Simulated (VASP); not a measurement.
The system is Sb.

```
Sb
1.0
     3.11046    0.00000    0.00000
     0.00000    3.11046    0.00000
     0.00000    0.00000    3.11046
Sb
1
Direct
  0.00000 0.00000 0.00000
```

This isn't the form of Sb at room conditions, which is rhombohedral.

- Program: VASP 6.6.1
- Task: relaxation of cell and atoms
- Functional: PBE
- Dispersion: D3(BJ)
- Potentials or basis: VASP PAW PBE potentials, release 64 (Sb)
- Cutoff: 600 eV
- k mesh: 14 × 14 × 14
- Occupations: gaussian, width 0.1 eV
- Spin: no spin polarisation

At the start: pressure -2.6 GPa; volume 30.09 Å³/atom.

Task: How do energy, volume and symmetry change on relaxing?

Result: Over 3 steps the energy falls by 12.1 meV/atom and the volume is 28.68 Å³/atom (-4.7 %); space group Pm-3m (No. 221, to 0.05 Å).

Step by step:
```
step  energy change (eV)  largest force (eV/Å)  pressure (GPa)  volume (Å³)
   1              0.0000                0.0000           -2.63        30.09
   2             -0.0087                0.0000            1.59        27.99
   3             -0.0121                0.0000            0.01        28.68
```

Final structure:
```
Sb
1.0
     3.06115    0.00000    0.00000
     0.00000    3.06115    0.00000
     0.00000    0.00000    3.06115
Sb
1
Direct
  0.00000 0.00000 0.00000
```

Caveat: pairwise dispersion overbinds metals, which lowers pressure and volume.
